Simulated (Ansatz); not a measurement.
⁷³Ge NMR of the central transition in Ge

Cell: an entry of the Crystallography Open Database (COD) whose atoms were relaxed with PBE, the cell held.

Space group P4_32_12 (No. 96); a = 5.9300, c = 6.9800 Å.

| site | Wyckoff | site symmetry | x | y | z |
| --- | --- | --- | --- | --- | --- |
| Ge1 | 4a | ..2 | 0.0899 | 0.0899 | 0.0000 |
| Ge5 | 8b | 1 | 0.1723 | 0.3691 | 0.2595 |

One atom of each set is listed.

Level of theory: DFT, PBEsol, plane waves and PAW, scalar-relativistic, 420 eV cutoff, Γ-centred 8×8×7 k-points, Fermi–Dirac smearing 0.02 eV (Ansatz 0.2.0).

⁷³Ge has I = 9/2 and Q = -196.0 mb (Pyykkö 2018); at 21.1 T its Larmor frequency is ν₀ = 31.4 MHz. Only the quadrupole interaction is simulated: positions count from each site's isotropic chemical shift, and shift anisotropy, dipolar and J coupling are left out.

The Ge sites: Ge1 (4 atoms; 4 Ge at 2.49–2.50 Å); Ge5 (8 atoms; 4 Ge at 2.49–2.52 Å).

Fitted components of the simulated spectrum:

```csv
component,|C_Q| (MHz),η
A,20.9,0.78
B,27.4,0.84
```

**Question.** Which site most likely gives which component?

**Answer.** By the calculation, A is Ge1, B is Ge5. Like point charges on the first shell alone (each adding as 1/d³) would put Ge1 above Ge5: the covalent part of each bond and the atoms beyond the first shell count as well.

Hardware: 4 threads of Intel Xeon 6975P-C (Granite Rapids) (x86_64; 16 cores open to the job, memory cap 8.0 GiB, no GPU), a shared host with a load of 0.5 a core. Wall time 32 s, CPU time 2.1 min, peak memory 1.5 GiB.
